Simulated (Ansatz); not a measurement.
# TaN: the cost of one run

Computed with Ansatz 0.2.0 (DFT PBE, scalar-relativistic, plane waves, PAW, unless a step's input says otherwise).

### 1 The structure to begin with

Symmetry: Pm, No. 6, monoclinic system. Conventional cell: a = 5.196 Å, b = 2.911 Å, c = 30.000 Å, α = 90.00°, β = 90.00°, γ = 90.00°. Around Ta (site symmetry m) lie 2 N at 2.04 Å. N (site symmetry m) has 3 Ta at 2.04 to 2.16 Å as nearest neighbours. Around Ta (site symmetry m) lie 6 N at 2.16 Å. N (site symmetry m) has 5 Ta at 2.04 to 2.16 Å as nearest neighbours. Ta (site symmetry m) is surrounded by 3 N at 2.04 Å. Only part of the 18 independent sites is listed.

Structure file:

```xyz
18
Lattice="2.9110 0.0000 0.0000 0.0000 5.1960 0.0000 0.0000 0.0000 29.9997" Properties=species:S:1:pos:R:3 pbc="T T T"
Ta    0.0000    2.5980    9.0000
N     0.0000    4.6392    9.0000
Ta    1.4555    0.0000   10.5000
N     0.0000    1.5774   10.7678
N     0.0000    4.1754   11.7321
Ta    1.4555    2.5980   11.9999
Ta    0.0000    0.0000   13.4999
N     0.0000    2.0412   13.4999
Ta    1.4555    2.5980   14.9998
N     0.0000    4.1754   15.2676
N     0.0000    1.5774   16.2320
Ta    1.4555    0.0000   16.4998
Ta    0.0000    2.5980   17.9997
N     0.0000    4.6392   17.9997
Ta    1.4555    0.0000   19.4997
N     0.0000    1.5774   19.7675
N     0.0000    4.1754   20.7318
Ta    1.4555    2.5980   20.9997
```

Slab cut from the bulk at the bulk's listed lattice constants, lower half held.

### 2 Relaxing the atoms

input.yaml

```yaml
crystal:
  lattice:
    - [2.911, 0.0, 0.0]
    - [0.0, 5.19600087, 0.0]
    - [0.0, 0.0, 29.9996500024]
  atoms:
    - { symbol: Ta, position: [0.0, 0.5, 0.3000035] }
    - { symbol: "N", position: [0.0, 0.89285, 0.3000035] }
    - { symbol: Ta, position: [0.5, 0.0, 0.35000263] }
    - { symbol: "N", position: [0.0, 0.303575, 0.35892997] }
    - { symbol: "N", position: [0.0, 0.803575, 0.39107441] }
    - { symbol: Ta, position: [0.5, 0.5, 0.40000175] }
    - { symbol: Ta, position: [0.0, 0.0, 0.45000088] }
    - { symbol: "N", position: [0.0, 0.39285, 0.45000088] }
    - { symbol: Ta, position: [0.5, 0.5, 0.5] }
    - { symbol: "N", position: [0.0, 0.803575, 0.50892734] }
    - { symbol: "N", position: [0.0, 0.303575, 0.54107178] }
    - { symbol: Ta, position: [0.5, 0.0, 0.54999912] }
    - { symbol: Ta, position: [0.0, 0.5, 0.59999825] }
    - { symbol: "N", position: [0.0, 0.89285, 0.59999825] }
    - { symbol: Ta, position: [0.5, 0.0, 0.64999737] }
    - { symbol: "N", position: [0.0, 0.303575, 0.65892472] }
    - { symbol: "N", position: [0.0, 0.803575, 0.69106916] }
    - { symbol: Ta, position: [0.5, 0.5, 0.6999965] }
basis:
  ecutwfc: 420.0
  fft_grid_basis: typed
kpoints:
  mp_grid: { grid: [9, 5, 1] }
hamiltonian:
  xc: pbe
  pseudopotentials: { kind: paw }
scf:
  occupations: { method: gaussian, width: 0.05 }
output:
  forces: true
  eigenvalues: true
efield:
  axis: 3
  dipole_correction: true
  ramp_width: 0.04
relax:
  adjacent_minimum: "off"
  f_tol: 0.04
  max_steps: 40
  constraints: [{ sites: [0, 1, 2, 3, 4, 5, 6, 7] }]
```

Launch:

```console
> ansatz run input.yaml --threads 2 --pin off --max-ram 4423MiB --backend cpu --events-out ev --progress --plain --runs-dir out
```

What time and memory should one allow on 2 threads of Intel Xeon Platinum 8488C (Sapphire Rapids), shared host?

About 2.6 min, with a peak of 1.2 GiB.
